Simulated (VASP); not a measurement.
Ga, 1 atom in the cell. The structure is tetragonal, space group I4/mmm (No. 139). Conventional cell: a = 2.769 Å, b = 2.769 Å, c = 4.622 Å, α = 90.00°, β = 90.00°, γ = 90.00°. Around Ga (site symmetry 4/mmm) lie 12 Ga at 2.77 to 3.03 Å. This isn't the form of Ga at room conditions, which is orthorhombic.

| Quantity | Value |
| --- | --- |
| Program | VASP 6.6.1 |
| Task | single point |
| Functional | PBE |
| Potentials or basis | VASP PAW PBE potentials, release 64 (Ga_d) |
| Cutoff | 520 eV |
| k mesh | 5 × 5 × 5 |
| Occupations | fermi-dirac, width 0.04 eV |
| Spin | no spin polarisation |
| Dipole correction | no |
| Further INCAR settings | ALGO = Fast; EDIFF = 1e-06; NBANDS = 12 |

Potentials or basis: VASP PAW PBE potentials, release 64 (Ga_d).

Command:

```bash
$ cat potpaw_PBE.64/Ga_d/POTCAR > POTCAR
$ mpirun -np 1 vasp_std > vasp.out
```

Hardware: 1 thread of Intel(R) Xeon(R) Platinum 8259CL CPU @ 2.50GHz (Skylake/Cascade Lake) (shared host).

**Question.** How long does it take, and how much memory?

**Answer.** It took 13 s on 1 thread of Intel(R) Xeon(R) Platinum 8259CL CPU @ 2.50GHz (Skylake/Cascade Lake), with other jobs on the host, peak memory 0.13 GiB. Counts: scf iterations 11, k points 18.
